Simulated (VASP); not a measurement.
Wanted: the native input for a VASP 6.6.1 run.

```
Task                   : single point
Functional             : PBE
Potentials or basis    : VASP PAW PBE potentials, release 64 (Sr_sv, O)
Cutoff                 : 500 eV
k mesh                 : 9 × 9 × 9
Occupations            : gaussian, width 0.05 eV
Spin                   : no spin polarisation
Further INCAR settings : ALGO = Fast; EDIFF = 1e-06
```

The structure of SrO lies in POSCAR:

```
SrO
1.0
    0.0000000000      2.5663000000      2.5663000000
    2.5663000000      0.0000000000      2.5663000000
    2.5663000000      2.5663000000      0.0000000000
Sr O
1 1
Direct
    0.5000000000      0.5000000000      0.5000000000
    0.0000000000      0.0000000000      0.0000000000
```

One way to write it, as run:

INCAR

```
ALGO = Fast ; EDIFF = 1E-6
ENCUT = 500 ; GGA = PE
ISIF = 2 ; ISMEAR = 0
LASPH = T ; LCHARG = F
LREAL = F ; LWAVE = F
NELM = 60 ; PREC = Accurate
SIGMA = 0.05
```

KPOINTS

```
k-points
0
Gamma
  9 9 9
```

Potentials or basis: VASP PAW PBE potentials, release 64 (Sr_sv, O).

Launch:

```console
$ cat potpaw_PBE.64/Sr_sv/POTCAR potpaw_PBE.64/O/POTCAR > POTCAR
$ mpirun -np 1 vasp_std > vasp.out
```

It gave:

```
Pressure               : 3.9 GPa
Band gap on the k mesh : 3.32 eV, indirect (least direct gap 3.41 eV)
```

Caveat: an odd mesh through Γ misses points on the zone boundary, where band edges often lie.

Wall time 15 s on 1 thread of AMD EPYC 9R45 (Zen 5), with other jobs on the host, peak memory 0.12 GiB.
